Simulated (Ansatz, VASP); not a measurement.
## One calculation of Si2N, two programs

```
Si N
1.0
     6.69300    0.00000    0.00000
     0.00000    6.69300    0.00000
     0.00000    0.00000    2.55904
Si N
4 2
Direct
  0.35582 0.35582 0.00000
  0.14418 0.85582 0.50000
  0.64418 0.64418 0.00000
  0.85582 0.14418 0.50000
  0.00000 0.00000 0.00000
  0.50000 0.50000 0.50000
```

Alike in both runs: functional PBE; k mesh 6 × 6 × 14; occupations gaussian, width 0.1 eV; no spin polarisation.

Ansatz relaxed the structure, and its values are those at the end. VASP's run is a single point on that final structure, the one shown.

|  | VASP | Ansatz |
| --- | --- | --- |
| version | VASP 6.6.1 | Ansatz 0.2.0 |
| potentials or method | VASP PAW PBE potentials, release 64 (Si, N) | scalar-relativistic, plane waves, PAW |
| plane-wave cutoff (eV) | 520 | 420 |
| valence electrons in the cell | 26 | 26 |

VASP gave:

| Property | Result |
| --- | --- |
| gap on the k mesh at the Fermi level (eV) | none |
| pressure (GPa) | -0.1 |
| rms of the force components (eV/Å) | 0.012 |

Estimate Ansatz's values.

gap on the k mesh at the Fermi level (eV): none; pressure (GPa): 0.0; rms of the force components (eV/Å): 0.000.

A gap of «none» marks a metal or a gap that the smearing closes.
